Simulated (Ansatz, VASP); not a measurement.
Two plane-wave programs on Al

```
CELL_PARAMETERS angstrom
0.00000 2.02481 2.02481
2.02481 0.00000 2.02481
2.02481 2.02481 0.00000
ATOMIC_POSITIONS crystal
Al 0.00000 0.00000 0.00000
```

Alike in both runs: task relaxation of cell and atoms; functional PBEsol; dispersion D3(BJ); k mesh 11 × 11 × 11; occupations fermi-dirac, width 0.05 eV; no spin polarisation.

|  | VASP | Ansatz |
| --- | --- | --- |
| version | VASP 6.6.1 | Ansatz 0.2.0 |
| potentials or method | VASP PAW PBE potentials, release 64 (Al) | Ansatz PAW |
| plane-wave cutoff (eV) | 600 | 420 |
| valence electrons in the cell | 3 | 3 |

|  | VASP | Ansatz | Ansatz less VASP |
| --- | --- | --- | --- |
| relaxed volume (Å³/atom) | 15.60 | 15.59 | -0.005 |
| relaxed cell length with the largest relative difference (Å) | 2.805 | 2.804 | -0.0003 |
| energy change over the relaxation (meV/atom) | -16 | -17 | -0.4 |

Caveats: the PAW data sets were made with another functional, which shifts forces and pressure a little (VASP); pairwise dispersion overbinds metals, which lowers pressure and volume (VASP); the plane-wave basis is chosen anew once the cell has moved, so the energies of steps on either side of that aren't comparable (Ansatz); the PAW data sets come from PBE, with cores solved anew for the run's functional, which leaves a small shift of forces and pressure (Ansatz).
